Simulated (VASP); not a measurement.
CdS (Hawleyite) under changes of volume

One of the cells (25.304 Å³/atom); the others are scaled copies at fixed shape and fractional positions:

```
CELL_PARAMETERS angstrom
0.00000 2.93582 2.93582
2.93582 0.00000 2.93582
2.93582 2.93582 0.00000
ATOMIC_POSITIONS crystal
Cd 0.00000 0.00000 0.00000
S 0.75000 0.75000 0.75000
```

* Program: VASP 6.6.1
* Functional: PBEsol
* Potentials or basis: VASP PAW PBE potentials, release 64 (Cd, S)
* Cutoff: 520 eV
* k mesh: 8 × 8 × 8
* Occupations: fermi-dirac, width 0.05 eV
* Spin: no spin polarisation

| volume (Å³/atom) | energy over the lowest point (meV/atom) | pressure (GPa) | gap on the mesh (eV) |
| --- | --- | --- | --- |
| 23.319 | 19.36 | 4.5 | 1.13 |
| 23.815 | 7.80 | 2.9 | 1.09 |
| 24.312 | 1.06 | 1.4 | 1.05 |
| 25.304 | 0.00 | -1.0 | 0.97 |
| 25.800 | ? | ? | ? |
| 26.296 | 12.71 | -3.0 | 0.89 |

What does the run at 25.800 Å³/atom give?

Energy over the lowest point 4.83 meV/atom; pressure -2.1 GPa; gap on the mesh 0.93 eV.

Worked out: A Birch-Murnaghan fit of order 3 (a polynomial in V^(-2/3)) to the other rows has its minimum at 24.87 Å³/atom with B0 = V·E''(V) = 61 GPa and B' = 4.6. It gives 4.82 meV/atom at 25.800 Å³/atom, against the run's 4.83, and -dE/dV = -2.1 GPa, against -2.1. A straight line through the other rows of the gap, of slope -2 eV per unit of ln V (its deformation potential), gives 0.93 eV, against the run's 0.93.

Energies are extrapolated to zero smearing.

Caveats: the PAW data sets were made with another functional, which shifts forces and pressure a little.

Spin-orbit coupling on Cd is left out.
